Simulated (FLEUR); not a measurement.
# Collinear magnetic orders of 1 ML Co on W(110), 2 substrate layers with FLEUR, part 2 of 2

A self-consistent run ends on one state, which hangs on the start. Several orders of 1 ML Co on W(110), 2 substrate layers are started in FLEUR and their energies compared.

FLEUR MaX-R8.1; LDA (VWN); all-electron FLAPW film, Dirac cores, scalar-relativistic bands. The settings are cheaper than careful work needs.

So far. Step 2 (Start 1: ferro +): After 84 cycles the largest moment stands at 1.53 μB. Step 5 (Order 4, typed as no spin polarisation): It lies 147 meV a seeded atom over the first start.

## 7. Spin–orbit coupling, moments along z

Spin–orbit coupling ties the spins to the lattice and lets orbital moments form.

A new self-consistent run of the start ferro +, with the moments along z.

The input, inp.xml:

```
<?xml version="1.0" encoding="UTF-8" standalone="no"?>
<fleurInput fleurInputVersion="0.39">
   <comment>
      CoW2
   </comment>
   <calculationSetup>
      <cutoffs Kmax="3.6" Gmax="9.0" GmaxXC="9.0" numbands="105"/>
      <scfLoop itmax="120" minDistance="0.00002" maxIterBroyd="6" imix="Anderson" alpha="0.03" precondParam="0.0" spinf="2.0" sdNocoIR="T"/>
      <coreElectrons ctail="T" frcor="F" kcrel="0" coretail_lmax="0"/>
      <xcFunctional name="vwn" relativisticCorrections="F"/>
      <magnetism jspins="2"/>
      <soc l_soc="T" theta="0.0" phi="0.0" spav="F"/>
      <expertModes spex="0" secvar="F"/>
      <geometryOptimization l_f="F" forcealpha="1.0" forcemix="BFGS" epsdisp="0.00001" epsforce="0.00001"/>
      <ldaU l_linMix="F" mixParam="0.05" spinf="1.0"/>
   </calculationSetup>
   <cell>
      <bzIntegration valenceElectrons="45.0" mode="hist" fermiSmearingEnergy="0.00183747">
         <kPointListSelection listName="default-1"/>
         <xi:include xmlns:xi="http://www.w3.org/2001/XInclude" href="kpts.xml"> </xi:include>
      </bzIntegration>
      <xi:include xmlns:xi="http://www.w3.org/2001/XInclude" href="sym.xml"> </xi:include>
      <filmLattice scale="1.0" dVac="13.68" dTilda="16.18">
         <bravaisMatrixFilm>
            <row-1>    2.9901986846301867    -4.2287799887506399</row-1>
            <row-2>    2.9901986846301867     4.2287799887506399</row-2>
         </bravaisMatrixFilm>
         <vacuumEnergyParameters vacuum="1" spinUp="-.25" spinDown="-.25"/>
         <vacuumEnergyParameters vacuum="2" spinUp="-.25" spinDown="-.25"/>
      </filmLattice>
   </cell>
   <atomSpecies>
      <species name="Tungsten (W)" element="W" atomicNumber="74">
         <mtSphere radius="2.35" gridPoints="777" logIncrement="0.017"/>
         <atomicCutoffs lmax="8" lnonsphr="6"/>
         <electronConfig flipSpins="F">
            <coreConfig>(1s1/2) (2s1/2) (2p1/2) (2p3/2) (3s1/2) (3p1/2) (3p3/2) (4s1/2) (3d3/2) (3d5/2) (4p1/2) (4p3/2) (4d3/2) (4d5/2) (4f5/2) (4f7/2)</coreConfig>
            <valenceConfig>(5s1/2) (5p1/2) (5p3/2) (6s1/2) (5d3/2) (5d5/2)</valenceConfig>
            <stateOccupation state="(5d3/2)" spinUp="0.800000" spinDown="0.800000"/>
            <stateOccupation state="(5d5/2)" spinUp="1.200000" spinDown="1.200000"/>
         </electronConfig>
         <energyParameters s="6" p="6" d="5" f="5"/>
         <lo type="SCLO" l="0" n="5" eDeriv="0"/>
         <lo type="SCLO" l="1" n="5" eDeriv="0"/>
      </species>
      <species name="Cobalt (Co2.000" element="Co" atomicNumber="27">
         <mtSphere radius="2.35" gridPoints="777" logIncrement="0.016"/>
         <atomicCutoffs lmax="8" lnonsphr="6"/>
         <electronConfig flipSpins="F">
            <coreConfig>(1s1/2) (2s1/2) (2p1/2) (2p3/2)</coreConfig>
            <valenceConfig>(3s1/2) (3p1/2) (3p3/2) (4s1/2) (3d3/2) (3d5/2)</valenceConfig>
            <stateOccupation state="(3d3/2)" spinUp="1.5" spinDown="1.3"/>
            <stateOccupation state="(3d5/2)" spinUp="3.0" spinDown="1.2"/>
         </electronConfig>
         <energyParameters s="4" p="4" d="3" f="4"/>
         <lo type="SCLO" l="0" n="3" eDeriv="0"/>
         <lo type="SCLO" l="1" n="3" eDeriv="0"/>
      </species>
   </atomSpecies>
   <atomGroups>
      <atomGroup species="Tungsten (W)">
         <filmPos label="                   1">.0000000000 .0000000000 -4.0878808256</filmPos>
         <force calculate="T" relaxXYZ="TTT"/>
      </atomGroup>
      <atomGroup species="Tungsten (W)">
         <filmPos label="                   2">1.000/2.000 1.000/2.000 .1409172222</filmPos>
         <force calculate="T" relaxXYZ="TTT"/>
      </atomGroup>
      <atomGroup species="Cobalt (Co2.000">
         <filmPos label="                   3">.0000000000 .0000000000 4.0878808256</filmPos>
         <force calculate="T" relaxXYZ="TTT"/>
      </atomGroup>
   </atomGroups>
   <output dos="F" band="F" slice="F">
      <bandDOS minEnergy="-.5*Htr" maxEnergy="0.5*Htr" sigma="0.015" storeEVData="T"/>
      <plotting iplot="0" polar="F">
         <plot TwoD="T" vec1="  1.0  0.0  0.0" vec2="  0.0  1.0  0.0" vec3="  0.0  0.0  1.0" zero="  0.0  0.0 -0.5" file="plot"/>
      </plotting>
      <moessbauerParams electricFieldGradient="F" isomerShift="F" coreHyperfine="F" valenceHyperfine="F"/>
   </output>
</fleurInput>
```

The input, crystal.txt:

```
CoW2
&input film=T cartesian=F /
1.58234500000  -2.23777400000  0.00000000000
1.58234500000  2.23777400000  0.00000000000
0.00000000000  0.00000000000  1.00000000000
1.8897261246
1.0 1.0 1.0

3
74 0.00000000000  0.00000000000  -4.08788082555
74 0.50000000000  0.50000000000  0.14091722224
27 0.00000000000  0.00000000000  4.08788082555 : 2.000

&soc 0.0000000 0.0000000 /
&kpt div1=6 div2=6 div3=1 gamma=T /
```

On the command line:

```sh
> OMP_NUM_THREADS=1 inpgen -f crystal.txt > inpgen.log  # inp.xml is then edited as shown
> OMP_NUM_THREADS=1 mpirun -n 4 fleur_MPI > fleur.log
```

The job ended after 2.3 min (4 MPI ranks of Intel Xeon 6975P-C (Granite Rapids), shared host; peak memory 0.43 GiB).

Spin moment in the muffin-tin sphere by atom:

| atom | spin moment in the muffin-tin sphere (μB) |
| --- | --- |
| W1 | -0.03 |
| W2 | -0.02 |
| Co3 | 1.52 |

This step gave:

```
free energy                                                       : -917149.4083 eV
program's band gap on this mesh (in a metal only a level spacing) : 0.03545 eV
magnetization                                                     : 1.395 μB
final state                                                       : ferromagnetic
orbital moment along the spin                                     : 0.1286 μB
```

Orbital moment in the sphere, along the spin axis by atom:

| atom | orbital moment in the sphere, along the spin axis (μB) |
| --- | --- |
| W1 | -0.004 |
| W2 | -0.004 |
| Co3 | 0.129 |

## 8. What came out

```
lower run                                                                   : with moments
largest site spin moment                                                    : 1.53 μB
next finished state                                                         : non-magnetic, 147 meV a seeded atom higher
energy gained by spin polarisation                                          : 147 meV a seeded atom
orbital moment on the atom of largest spin, along its spin (spin–orbit run) : 0.129 μB
```

No opposed order could be compared. The parallel start holds moments up to 1.53 μB. 2 starts gave no converged result and are missing from the ranking; where cut off, the energy had nearly settled 29 meV a seeded atom or more over the lowest. The orbital moment is parallel to the spin, as Hund's third rule has it for a shell over half filled. No antiferromagnetic order was obtained, so the session says nothing on how the moments order. Core electrons leak out of the spheres (0.022 e), which costs some accuracy. A substrate of 2 unrelaxed layers is a model; thickness and relaxation can move these numbers.

[Logs and program files are shortened in this print: banners, set-up blocks, solver, clock and traceback lines can be left out without a mark of their own.]

[Logs are printed without paths, hosts, clocks, repeated set-up lines and the standing remarks that a program may print on its own settings, such as how far it seeks lower states.]

[Hosts, paths, dates, database ids (printed as entryN), source tags and the programs' standing remarks are cut or masked in the printed files.]

[Where a cell is said to come from a database of computed structures, the database is the Materials Project.]
